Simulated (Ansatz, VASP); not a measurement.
WS: VASP beside Ansatz

File INCAR:

```
SYSTEM = WS
PREC = Accurate
ENCUT = 520
EDIFF = 1E-7
ISMEAR = -1
SIGMA = 0.05
LREAL = .FALSE.
LASPH = .TRUE.
NELM = 80
ALGO = Normal
ISIF = 2
LWAVE = .FALSE.
LCHARG = .FALSE.
GGA = PE
NBANDS = 17
```

KPOINTS

```
regular mesh
0
G
  9 9 9
  0 0 0
```

The input POSCAR:

```
WS
1.0
    3.0078900000      0.0000000000      0.0000000000
    0.0000000000      3.0078900000      0.0000000000
    0.0000000000      0.0000000000      3.0078900000
W S
1 1
Direct
    0.5000000000      0.5000000000      0.5000000000
    0.0000000000      0.0000000000      0.0000000000
```

input.yaml

```yaml
crystal:
  lattice:
    - [3.00789, 0.0, 0.0]
    - [0.0, 3.00789, 0.0]
    - [0.0, 0.0, 3.00789]
  atoms:
    - { symbol: W, position: [0.5, 0.5, 0.5] }
    - { symbol: S, position: [0.0, 0.0, 0.0] }
hamiltonian:
  xc: pbe
  pseudopotentials: { kind: paw }
kpoints:
  mp_grid: { grid: [9, 9, 9] }
scf:
  occupations: { method: fermi_dirac, width: 0.05 }
output:
  forces: true
  stress: true
  eigenvalues: true
```

The cell was built by a generator and needn't be a form met in nature.

Alike in both runs: task single point; functional PBE; k mesh 9 × 9 × 9; occupations fermi-dirac, width 0.05 eV; no spin polarisation.

|  | VASP | Ansatz |
| --- | --- | --- |
| version | VASP 6.6.1 | Ansatz 0.2.0 |
| potentials or method | VASP PAW PBE potentials, release 64 (W_sv, S) | Ansatz PAW |
| plane-wave cutoff (eV) | 520 | 420 |
| valence electrons in the cell | 20 | 20 |

|  | VASP | Ansatz | Ansatz less VASP |
| --- | --- | --- | --- |
| gap on the k mesh at the Fermi level (eV) | none | none | - |
| pressure (GPa) | 0.8 | 0.4 | -0.41 |

A gap of «none» marks a metal or a gap that the smearing closes.

Spin-orbit coupling is left out, which matters for the levels of W.
